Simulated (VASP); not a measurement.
Here is a VASP 6.6.1 calculation.

The input INCAR:

```
PREC     = Accurate       # precision mode
ENCUT    = 520            # plane-wave cutoff, eV
EDIFF    = 1E-7           # SCF threshold, eV
ISMEAR   = -1             # smearing method
SIGMA    = 0.05           # smearing width, eV
LREAL    = F              # projectors in reciprocal space
LASPH    = T              # aspherical terms in the spheres
NELM     = 100            # most SCF steps
ALGO     = Normal         # electronic algorithm
ISIF     = 2              # what is computed and relaxed
LWAVE    = F              # write WAVECAR
LCHARG   = F              # write CHGCAR
GGA      = PE             # functional
NBANDS   = 20             # bands
```

The input KPOINTS:

```
Automatic mesh
0
Gamma
  8 8 3
```

Contents of POSCAR:

```
WS2
1.0
    3.4062151400      0.0000000000      0.0000000000
    0.0000000000      3.4062151400      0.0000000000
    0.0000000000      0.0000000000     10.7572837200
W S
1 2
Direct
    0.5000000000      0.5000000000      0.5000000000
    0.5000000000      0.5000000000      0.9155235500
    0.5000000000      0.5000000000      0.0844764500
```

Potentials or basis: VASP PAW PBE potentials, release 64 (W_sv, S).

Command:

```console
$ cat potpaw_PBE.64/W_sv/POTCAR potpaw_PBE.64/S/POTCAR > POTCAR
$ mpirun -np 1 vasp_std > vasp.out
```

Task: Predict the pressure.

Result: -6.2 GPa.

Task: Estimate the largest force.

Result: 2.773 eV/Å.

Task: What does it give for the band gap on the k mesh?

Result: None (metal or under the smearing width).

Forces in eV/Å, atoms in the order of the input:
```
W    0.000  0.000  0.000
S    0.000  0.000 -2.773
S    0.000  0.000  2.773
```

Caveat: this functional lacks dispersion, which binds the layers, so the pressure and a relaxed spacing across them are unreliable; forces of over 1 eV/Å show positions far from the minimum, so gaps and moduli don't describe the material at rest. The run has no spin-orbit coupling, so splittings on W are missing.
